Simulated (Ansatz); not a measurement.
Runs of Ansatz 0.2.0 on SnO. It takes space group P4/nmm (No. 129, tetragonal). The conventional cell has a = 3.814 Å, b = 3.814 Å, c = 4.887 Å, α = 90.00°, β = 90.00°, γ = 90.00°. Sn (site symmetry 4mm) has 4 O at 2.23 Å as nearest neighbours. O (site symmetry -4m2) has 4 Sn at 2.23 Å as nearest neighbours. The cell is a database's computed one.

```tsv
level	cutoff (eV)	gap on the mesh (eV)	pressure (GPa)	largest force (eV/Å)
B3LYP	420	(a)	3.8	0.04
HF	420	4.97	-0.8	1.14
HSE06	420	0.52	-0.8	0.26
r2SCAN50	500	2.36	-5.5	0.95
HSEsol	420	0.51	-3.6	(b)
```

Alike in all rows: task band structure; potentials or basis Ansatz PAW; no spin polarisation; cell as given; k mesh 4 × 4 × 3; smearing fermi-dirac 0.05 eV; the mesh is coarse, so values aren't converged.

Fill in the values left out.

(a) 1.21; (b) 0.46.

Caveats: all runs use coarse meshes; spin-orbit coupling is left out, which moves the levels of the heavy elements; the PAW data sets come from PBE, with cores solved anew for the run's functional, which leaves a small shift of forces and pressure; the thresholds are loose for stress; forces of over 1 eV/Å show positions far from the minimum, so gaps and moduli don't describe the material at rest (some runs).

A k mesh can miss the band edges, and the runs leave out spin-orbit coupling on Sn.
